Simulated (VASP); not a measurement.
Wanted: the native input for a VASP 6.6.1 run.

```yaml
Task: band structure
Functional: PBE
Potentials_or_basis: VASP PAW PBE potentials, release 64 (Fe, O_s)
Cutoff: 400 eV
k_mesh: 7 × 7 × 7
Occupations: fermi-dirac, width 0.05 eV
Spin: collinear spin, ferromagnetic start
Starting_moments: "[3.0, 3.0, 3.0, 3.0, 0.0, 0.0, 0.0, 0.0, 0.0, 0.0] μB"
Further_INCAR_settings: ALGO = Normal; EDIFF = 1e-06; NBANDS = 49
```

The structure of Fe2O3 (Hematite) lies in POSCAR:

```
Fe2O3
1.0
    2.5190000000      1.4543453281      4.5906666667
   -2.5190000000      1.4543453281      4.5906666667
    0.0000000000     -2.9086906562      4.5906666667
Fe O
4 6
Direct
    0.3553000000      0.3553000000      0.3553000000
    0.1447000000      0.1447000000      0.1447000000
    0.6447000000      0.6447000000      0.6447000000
    0.8553000000      0.8553000000      0.8553000000
    0.5559000000      0.2500000000      0.9441000000
    0.2500000000      0.9441000000      0.5559000000
    0.9441000000      0.5559000000      0.2500000000
    0.4441000000      0.7500000000      0.0559000000
    0.7500000000      0.0559000000      0.4441000000
    0.0559000000      0.4441000000      0.7500000000
```

These files were run (other wordings do the same):

INCAR

```
  PREC = Accurate
  ENCUT = 400
  EDIFF = 1E-6
  ISMEAR = -1
  SIGMA = 0.05
  LREAL = F
  LASPH = T
  NELM = 150
  ALGO = Normal
  ISIF = 2
  LWAVE = F
  LCHARG = F
  ISPIN = 2
  MAGMOM = 3 3 3 3 0 0 0 0 0 0
  LORBIT = 11
  LMAXMIX = 4
  GGA = PE
  NBANDS = 49
```

KPOINTS

```
Automatic mesh
0
Gamma
  7 7 7
```

KPOINTS_OPT

```
path GLB1,BZGX,QFP1Z,LP
10
line-mode
reciprocal
 0.0000000000  0.0000000000  0.0000000000  G
 0.5000000000  0.0000000000  0.0000000000  L

 0.5000000000  0.0000000000  0.0000000000  L
 0.5000000000  0.2335768627 -0.2335768627  B1

 0.7664231373  0.5000000000  0.2335768627  B
 0.5000000000  0.5000000000  0.5000000000  Z

 0.5000000000  0.5000000000  0.5000000000  Z
 0.0000000000  0.0000000000  0.0000000000  G

 0.0000000000  0.0000000000  0.0000000000  G
 0.3667884314  0.0000000000 -0.3667884314  X

 0.6332115686  0.3667884314  0.0000000000  Q
 0.5000000000  0.5000000000  0.0000000000  F

 0.5000000000  0.5000000000  0.0000000000  F
 0.6332115686  0.6332115686  0.2335768627  P1

 0.6332115686  0.6332115686  0.2335768627  P1
 0.5000000000  0.5000000000  0.5000000000  Z

 0.5000000000  0.0000000000  0.0000000000  L
 0.7664231373  0.3667884314  0.3667884314  P
```

Potentials or basis: VASP PAW PBE potentials, release 64 (Fe, O_s).

Run with:

```console
$ cat potpaw_PBE.64/Fe/POTCAR potpaw_PBE.64/O_s/POTCAR > POTCAR
$ mpirun -np 1 vasp_std > vasp.out
```

It gave:

```json
{
  "Pressure": "-4.9 GPa",
  "Largest force": "0.924 eV/Å",
  "Band gap along the path": "none (metal or under the smearing width)",
  "Net moment": "13.57 μB per cell",
  "Site moments": "Fe +3.08; O +0.14 μB",
  "Valence electrons inside the program's atomic spheres": "Fe 6.88; O 5.87"
}
```

Caveat: semilocal functionals often make such compounds metallic where correlation or magnetic order opens a gap, which also shifts bond lengths; only a ferromagnetic start was run, and an antiferromagnetic order may lie lower in energy.

Run time: 11 min on 1 thread of Intel(R) Xeon(R) Platinum 8488C (Sapphire Rapids), with other jobs on the host, peak memory 0.5 GiB.
